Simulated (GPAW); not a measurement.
Write an ASE script for GPAW 26.7.0 that does the following.

| Quantity | Value |
| --- | --- |
| Task | single point |
| Functional | PBE |
| Potentials or basis | GPAW PAW data sets (gpaw-data 1.2.1) |
| Cutoff | 600 eV |
| Basis | pw |
| k mesh | 6 × 6 × 6 |
| Occupations | fermi-dirac, width 0.05 eV |
| Spin | no spin polarisation |
| Maxiter | 120 |
| Convergence | default |

The structure of BaTiO3 lies in POSCAR:

```
BaTiO3
1.0
    3.9998000000      0.0000000000      0.0000000000
    0.0000000000      3.9998000000      0.0000000000
    0.0000000000      0.0000000000      4.0180000000
Ba Ti O
1 1 3
Direct
    0.0000000000      0.0000000000      0.0000000000
    0.5000000000      0.5000000000      0.4900000000
    0.0000000000      0.5000000000      0.5170000000
    0.5000000000      0.0000000000      0.5170000000
    0.5000000000      0.5000000000      0.0190000000
```

The input as run:

run.py

```python
from ase.dft.bandgap import bandgap
from ase.io import read, write
from ase.units import GPa
from gpaw import GPAW, PW

atoms = read('POSCAR')

calc = GPAW(mode=PW(600),
            xc='PBE',
            kpts={'size': (6, 6, 6), 'gamma': True},
            occupations={'name': 'fermi-dirac', 'width': 0.05},
            nbands=36,
            maxiter=120,
            txt='gpaw.txt')
atoms.calc = calc
energy = atoms.get_potential_energy()
forces = atoms.get_forces()
stress = atoms.get_stress()
calc.write('gs.gpw')
write('result.traj', atoms)
print(f'Energy: {energy:.6f} eV')
print('Forces (eV/A):')
print(forces.round(4))
print('Stress (GPa):', (stress / GPa).round(3))
print('Fermi level:', round(calc.get_fermi_level(), 4), 'eV')
print(f'Gap: {bandgap(calc)[0]:.4f} eV, direct: {bandgap(calc, direct=True)[0]:.4f} eV')
```

Potentials or basis: GPAW PAW data sets (gpaw-data 1.2.1), pw.

Run with:

```sh
$ OMP_NUM_THREADS=1 python run.py
```

It gave:

| Item | Value |
| --- | --- |
| Pressure | -0.6 GPa |
| Largest force | 0.249 eV/Å |
| Band gap on the k mesh | 1.81 eV, indirect (least direct gap 2.09 eV) |

Caveat: the cutoff is short for stress and forces, so pressures can be off by a GPa or more; spin-orbit coupling is left out, which moves the levels of the heavy elements.

Wall time 88 s on 1 thread of Intel(R) Xeon(R) Platinum 8259CL CPU @ 2.50GHz (Skylake/Cascade Lake) (shared host), peak memory 0.23 GiB.
